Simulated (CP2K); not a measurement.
Crystal: Au.

```
CELL_PARAMETERS angstrom
2.90000 0.00000 0.00000
-1.45000 2.51147 0.00000
0.00000 0.00000 4.88000
ATOMIC_POSITIONS crystal
Au 0.66667 0.33333 0.25000
Au 0.33333 0.66667 0.75000
```

This isn't the form of Au at room conditions, which is fcc.

Base run:

| Quantity | Value |
| --- | --- |
| Program | CP2K 2026.2 |
| Functional | PBE |
| Potentials or basis | POTENTIAL_UZH Au GTH-PBE-q11; TZVP-MOLOPT-PBE-GTH basis |
| Density cutoff | 9524 eV |
| k mesh | 11 × 11 × 6 |
| Occupations | fermi-dirac, width 0.05 eV |
| Spin | no spin polarisation |

Its results: band gap on the k mesh none (metal or under the smearing width); pressure 6.2 GPa.

Q: After a change of settings the same cell gave: band gap on the k mesh none (metal or under the smearing width); pressure -0.9 GPa. Which change was it?
A. functional from PBE to LDA
B. functional from PBE to PBEsol
C. functional from PBE to HLE16
D. functional from PBE to vdW-DF-cx

A: B.

PBEsol binds more tightly than PBE, so the same cell stands under less pressure.

Caveats: the basis of atomic orbitals isn't converged, which shifts pressures, moduli and gaps; the potentials were made for another functional, which shifts forces and pressure (some runs).
